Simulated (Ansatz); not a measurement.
A run of Ansatz 0.2.0 is set up as follows.

File input.yaml:

```yaml
crystal:
  lattice:
    - [-1.472872, 1.71213, 4.212083]
    - [1.472872, -1.71213, 4.212083]
    - [1.472872, 1.71213, -4.212083]
  atoms:
    - { symbol: Ti, position: [0.0, 0.0, 0.0] }
    - { symbol: Si, position: [0.670078, 0.670078, 0.0] }
    - { symbol: Si, position: [0.329922, 0.329922, 0.0] }
kpoints:
  mp_grid: { grid: [9, 9, 9] }
scf:
  occupations: { method: fermi_dirac, width: 0.05 }
hamiltonian:
  xc: pbesol
  pseudopotentials: { kind: all_electron, lapw: { basis_error: 0.002 } }
output:
  forces: true
  stress: true
elastic:
  mode: relaxed_ion
  stencil: two_point
```

Potentials or basis: all-electron LAPW, scalar-relativistic.

Launch:

```sh
$ ansatz run input.yaml --threads 2 --pin off --max-ram 8192MiB --backend cpu --events-out ev --progress --plain --runs-dir out
```

Predict the Voigt bulk modulus.

133 GPa.

Predict the band gap on the k mesh.

none (metal or under the smearing width).

Estimate the pressure.

-3.6 GPa.

Stress tensor (GPa, compression positive):
```
-3.42  0.00  0.00
 0.00 -3.00  0.00
 0.00  0.00 -4.49
```

Caveat: a metal's response needs a denser mesh; the cell is more than 3 GPa from zero pressure, which shifts response properties; elastic constants of metals need much finer meshes, so these are rough.
